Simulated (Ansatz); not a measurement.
Two states of CuO

```
Cu O
1.0
     2.31684    1.72130    0.00000
     4.63368   -3.44261    0.00000
     0.76183    0.00000   -5.01138
Cu O
4 4
Direct
  0.50000 0.00000 0.00000
  0.50000 0.50000 0.00000
  0.00000 0.25000 0.50000
  0.00000 0.75000 0.50000
  0.46210 0.26895 0.75000
  0.46210 0.76895 0.75000
  0.53790 0.23105 0.25000
  0.53790 0.73105 0.25000
```

The numbers come from plane-wave PAW DFT (Ansatz): PBE, with U_eff = 6.02 eV on Cu d (all-electron-ortho-atomic projectors), 420 eV, 6×3×4 Γ-centred k points, fermi-dirac occupations (width 0.1 eV). Nothing was relaxed.

State A: Cu1 up, Cu2 down, Cu3 up, Cu4 down (collinear spin). State B: Cu1 down, Cu2 down, Cu3 up, Cu4 up (collinear spin).

Problem. Which state is lower, and how do they differ?

Solution. State B is lower by 9.7 meV an atom at zero smearing.

```csv
state,free energy (meV/atom),largest moment in a small sphere (μB),net moment (μB/cell),gap on mesh (eV),pressure (GPa),largest force (eV/Å)
A,9.7,0.59,0.00,0.68,17.7,1.04
B,0.0,0.56,0.00,0.62,17.4,0.88
```

Origin: a database entry at a rescaled volume. Caveats: atoms or cell far from equilibrium; an odd or shifted mesh can miss the band edges, so this level's true gap may be smaller.
